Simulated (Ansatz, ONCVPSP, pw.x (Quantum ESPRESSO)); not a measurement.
# Si (Z = 14) (bcc): variants of one ONCV potential in the solid

- Element: Si (Z = 14)
- Generator: ONCVPSP 4.0.1.1 (patched build)
- Type: optimised norm-conserving Vanderbilt (ONCV)
- Functional: LDA (Perdew-Wang 92)
- Relativity: scalar-relativistic
- Frozen core: [Ne]
- Valence charge: 4
- Reference configuration: 3s2 3p2
- Partial waves: 3s: rc 1.85 bohr, ncon 3, nbas 8, qcut 3.3 1/bohr, 1 projector; 3p: rc 1.90 bohr, ncon 4, nbas 8, qcut 4.5 1/bohr, 2 projectors, debl 3.8 Ha; d scattering state at 0.11 Ha: rc 1.50 bohr, ncon 4, nbas 8, qcut 6.4 1/bohr, 2 projectors, debl 0.3 Ha
- Local potential: polynomial inside 1.10 bohr (lpopt 5, dvloc0 0 Ha)
- Core correction: none

Crystal test: bcc Si in pw.x 7.5, no spin, 15³ k-points, Fermi–Dirac smearing 0.01 Ry, cutoffs set for each file from its atomic test. The reference is all-electron LAPW (Ansatz 0.2.0) with the same functional, mesh and smearing; V0 and B0 come from Birch–Murnaghan fits to the pressures at five volumes. Errors are pseudo minus all-electron; Δ is the rms difference of the E(V) curves that follow from these fits, minima aligned, over ±6 % about the mean V0. Mesh and smearing are coarse, so the numbers serve the comparison and aren't converged zero-temperature values; the lattice is a test structure that the element need not adopt.

All-electron: a0 = 3.045 Å (V0 = 14.12 Å³/atom), B0 = 101.1 GPa.

Base: The generator flags a localised state at positive energy (s at 15 eV).

1 further variants are left out: they gave no file fit for a test, a broken result, the same result as the base, or pressures whose basis-set error rivals the error shown.

```json
{"change": "base", "cutoffs (Ry)": "125/500", "pw.x": "converged", "a0 (Å)": "3.034", "a0 error (%)": "-0.36", "B0 error (%)": "-0.1", "Δ (meV/atom)": "3.4", "mean pressure error (GPa)": "-1.10"}
{"change": "d: rc 2.2", "cutoffs (Ry)": "125/500", "pw.x": "converged", "a0 (Å)": "3.034", "a0 error (%)": "-0.38", "B0 error (%)": "-0.2", "Δ (meV/atom)": "3.5", "mean pressure error (GPa)": "-1.15"}
{"change": "p: nproj 1", "cutoffs (Ry)": "125/500", "pw.x": "converged", "a0 (Å)": "3.030", "a0 error (%)": "-0.51", "B0 error (%)": "+0.4", "Δ (meV/atom)": "4.8", "mean pressure error (GPa)": "-1.53"}
{"change": "s: ncon 4, nbas 9", "cutoffs (Ry)": "145/580", "pw.x": "converged", "a0 (Å)": "3.034", "a0 error (%)": "-0.37", "B0 error (%)": "+0.2", "Δ (meV/atom)": "3.5", "mean pressure error (GPa)": "-1.13"}
```

Problem. Give the row for: s: qcut 3.1.

Solution. pw.x: converged; mean pressure error (GPa): -1.14; a0 (Å): 3.034; a0 error (%): -0.38; B0 error (%): -0.1; Δ (meV/atom): 3.5.
